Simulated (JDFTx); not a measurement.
Runs of JDFTx 1.7.0 (patched build) on Ag. Symmetry: Fm-3m, No. 225, cubic system. The conventional cell has a = 4.085 Å, b = 4.085 Å, c = 4.085 Å, α = 90.00°, β = 90.00°, γ = 90.00°. Ag (site symmetry m-3m) is surrounded by 12 Ag at 2.89 Å. 

```tsv
level	gap on the mesh (eV)	pressure (GPa)	relaxed volume (Å³/atom)
TPSS	none	0.0	(b)
RPBE	none	0.0	19.08
SCAN	none	0.1	17.06
AM05	none	0.0	16.72
PBEsol	none	0.0	16.72
r2SCAN	none	0.0	17.35
revPBE	none	0.0	18.77
BLYP	none	0.0	19.53
LDA	none	0.0	(a)
```

Alike in all rows: task relaxation of cell and atoms; potentials or basis SG15-PBE-1.2 with smoothed tails; no spin polarisation; cell relaxed; k mesh 6 × 6 × 6; cutoff (eV) 1088; smearing fermi-dirac 0.05 eV; the mesh is coarse, so values aren't converged.

Problem. Estimate the missing entries.

Solution. (a) 16.00; (b) 17.17.

Caveats: all runs use coarse meshes; the potentials were made for another functional, which shifts forces and pressure; the plane waves are those of the starting cell, so after so large a change of volume the result is rough (some runs).

A k mesh can miss the band edges, and the runs leave out spin-orbit coupling on Ag.

A gap of «none» marks a metal or a gap under the smearing width.

Runs at the PBE level aren't shown here.
